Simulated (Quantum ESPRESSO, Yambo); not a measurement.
Planning a run of Yambo 5.3.0 on BN (Qingsongite). The input:

```
optics
bss
bse
em1s
dipoles
rim_cut
RandQpts= 1000000
RandGvec= 1 RL
Chimod= "HARTREE"
BSKmod= "SEX"
BSEmod= "resonant"
BSSmod= "d"
BSENGexx= 30 Ry
BSENGBlk= 6 Ry
% BSEQptR
 1 | 1 |
%
% BSEBands
 2 | 8 |
%
% BEnRange
 0 | 16 | eV
%
% BDmRange
 0.1 | 0.1 | eV
%
BEnSteps= 161
% BLongDir
 1 | 0 | 0 |
%
% BndsRnXs
 1 | 26 |
%
NGsBlkXs= 6 Ry
% LongDrXs
 1 | 1 | 1 |
%
% KfnQP_E
 2.01 | 1.0 | 1.0 |
%
WRbsWF
```

```sh
OMP_NUM_THREADS=1 mpirun -n 4 yambo -F bse3.in -J bse3 -C bse3 > bse3.log
```

The stored states that it reads are on a 8×8×8 mesh. It takes space group F-43m (No. 216, cubic). Conventional cell: a = 3.615 Å, b = 3.615 Å, c = 3.615 Å, α = 90.00°, β = 90.00°, γ = 90.00°. Nearest to B lie 4 N at 1.57 Å. Nearest to N lie 4 B at 1.57 Å. Farther neighbours and most contacts between anions are not listed.

Q: Estimate wall time and host memory on 4 MPI ranks of Arm Neoverse V1, shared host.

It took 12 min; on shared hardware allow 6.2 min to 25 min. Peak host memory was 3.7 GiB.

The kernel grows as the square of the matrix size, and full diagonalisation as its cube.

[Paths, hosts, dates, memory and timing lines, banners, echoed tables and standing remarks are left out of the program output.]

[Logs are printed without paths, hosts, clocks, repeated set-up lines and the standing remarks that a program may print on its own settings, such as how far it seeks lower states.]

[Runs of the session that timed out or met a known fault of the program may be left out.]

[Hosts, paths, dates, database ids (printed as entryN), source tags and the programs' standing remarks are cut or masked in the printed files.]
